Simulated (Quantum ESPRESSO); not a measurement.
# Rh and the effect of the choice of potentials or basis

The cell as given:

```yaml
crystal:
  lattice:
    - [0.00000, 1.89785, 1.89785]
    - [1.89785, 0.00000, 1.89785]
    - [1.89785, 1.89785, 0.00000]
  atoms:
    - { symbol: Rh, position: [0.00000, 0.00000, 0.00000] }
```

Kept alike: task relaxation of cell and atoms; functional PBE; k mesh 12 × 12 × 12; occupations fermi-dirac, width 0.05 eV; no spin polarisation. Program: Quantum ESPRESSO. Cutoffs run from 612 to 1197 eV. The mesh is that of the run's cell of 1 atom. No spin-orbit coupling.

| choice of potentials or basis | volume (Å³/atom) |
| --- | --- |
| Ansatz NC SR PBE | 14.027 |
| GBRV 1.5 PBE | 14.060 |
| PseudoDojo 0.4 SR PBE stringent | 14.049 |
| PseudoDojo 0.4.1 SR PBE standard | 14.049 |
| PseudoDojo 0.5 SR PBE standard | 14.049 |
| PseudoDojo 0.5 SR PBE stringent | 14.049 |
| SG15 PBE 1.2 | 14.034 |
| SPMS 1.0 PBE | 14.053 |
| SSSP 1.3 efficiency PBE | 14.013 |

The relaxations keep at least the cell's symmetry (Fm-3m). For a metal such a mesh leaves the last digits unconverged. Relaxations stop with a little pressure left, so the last digits of a volume or edge aren't settled. Runs of this series that gave no sound value for these columns are left out.

**Question.** What does the choice of potentials or basis change here?

**Answer.** The volume runs from 14.013 (SSSP 1.3 efficiency PBE) to 14.060 Å³/atom (GBRV 1.5 PBE). Measured: 13.75 Å³/atom at 298.15 K (a printed reference work); nearest SSSP 1.3 efficiency PBE, 0.26 Å³/atom off. The runs are for a static lattice.
